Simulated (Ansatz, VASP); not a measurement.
# Cr: VASP beside Ansatz

The input INCAR:

```
SYSTEM = Cr
PREC = Accurate
ENCUT = 520
EDIFF = 1E-6
ISMEAR = 0
SIGMA = 0.05
LREAL = .FALSE.
LASPH = .TRUE.
NELM = 100
ALGO = Fast
ISIF = 2
LWAVE = .FALSE.
LCHARG = .FALSE.
GGA = PE
NBANDS = 12
```

File KPOINTS:

```
Automatic mesh
0
G
  22 22 22
  0 0 0
```

POSCAR

```
Cr
1.0
   -1.4335418247      1.4335418247      1.4335418247
    1.4335418247     -1.4335418247      1.4335418247
    1.4335418247      1.4335418247     -1.4335418247
Cr
1
Direct
    0.0000000000      0.0000000000      0.0000000000
```

Input for Ansatz:

```yaml
crystal:
  lattice:
    - [-1.4335418247, 1.4335418247, 1.4335418247]
    - [1.4335418247, -1.4335418247, 1.4335418247]
    - [1.4335418247, 1.4335418247, -1.4335418247]
  atoms:
    - { symbol: Cr, position: [0.0, 0.0, 0.0] }
basis:
  ecutwfc: 420
  ecutrho_ratio: 4
kpoints:
  mp_grid: { grid: [22, 22, 22] }
hamiltonian:
  xc: pbe
scf:
  occupations: { method: gaussian, width: 0.05 }
output:
  forces: true
  stress: true
  eigenvalues: true
```

Alike in both runs: task single point; functional PBE; k mesh 22 × 22 × 22; occupations gaussian, width 0.05 eV; no spin polarisation.

```csv
,VASP,Ansatz
version,VASP 6.6.1,Ansatz 0.2.0
potentials or method,"VASP PAW PBE potentials, release 64 (Cr_pv)","scalar-relativistic, plane waves, PAW"
plane-wave cutoff (eV),520,420
valence electrons in the cell,12,14
```

```csv
,VASP,Ansatz,Ansatz less VASP
gap on the k mesh at the Fermi level (eV),none,none,-
pressure (GPa),-5.1,-4.9,+0.23
```

A gap of «none» marks a metal or a gap that the smearing closes. The two sets of potentials don't hold the same shells in valence.

Caveats: the run has no spin polarisation, though such a crystal can be magnetic. Spin polarisation is off, so any magnetic state and its effect on volume and gap are missing.
